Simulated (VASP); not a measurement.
C: single point with PBE0(alpha)

C:

```
CELL_PARAMETERS angstrom
2.12732 -1.22828 0.00000
2.12732 1.22828 0.00000
-1.37907 0.00000 3.50283
ATOMIC_POSITIONS crystal
C 0.16664 0.16664 0.99991
C 0.83336 0.83336 0.00009
```

This is a stacking variant of graphite.

| Item | Value |
| --- | --- |
| Program | VASP 6.6.1 |
| Task | single point |
| Functional | PBE0(alpha) |
| Potentials or basis | VASP PAW PBE potentials, release 64 (C) |
| Cutoff | 520 eV |
| k mesh | 7 × 7 × 4 |
| Occupations | fermi-dirac, width 0.05 eV |
| Spin | no spin polarisation |
| Share of exact exchange | 0.4 |
| Grid for exact exchange (PRECFOCK) | Fast |
| Exchange at q = 0 | truncated |
| Further INCAR settings | ALGO = Normal; EDIFF = 1e-07; NBANDS = 11 |

```json
{
  "Pressure": "-4.8 GPa",
  "Largest force": "0.014 eV/Å",
  "Band gap on the k mesh": "4.12 eV, indirect (least direct gap 4.14 eV)"
}
```

Forces in eV/Å, atoms in the order of the input:
```
C   -0.002  0.000  0.014
C    0.002  0.000 -0.014
```

Stress tensor (GPa, compression positive):
```
-7.93  0.00 -0.02
 0.00 -7.99  0.00
-0.02  0.00  1.43
```

Levels at points of the mesh, in eV from the valence-band top:
| k point | band 1 | band 2 | band 3 | band 4 | band 5 | band 6 | band 7 | band 8 | band 9 |
| --- | --- | --- | --- | --- | --- | --- | --- | --- | --- |
| (0.00, 0.00, 0.00) | -22.53 | -7.48 | -3.28 | -3.28 | 6.93 | 12.46 | 12.46 | 16.72 | 17.48 |
| (0.00, 0.00, 0.50) | -22.30 | -9.30 | -3.29 | -3.29 | 12.41 | 12.42 | 13.16 | 16.90 | 17.31 |

It took 4.7 min on 1 thread of Intel(R) Xeon(R) Platinum 8375C CPU @ 2.90GHz (Ice Lake), on a shared host, peak memory 0.13 GiB.

Caveat: the k mesh is coarse (spacing up to 0.45 Å⁻¹), so the values aren't converged, least of all with exact exchange; the PAW data sets were made with another functional, which shifts forces and pressure a little; an odd mesh through Γ misses points on the zone boundary, where band edges often lie.
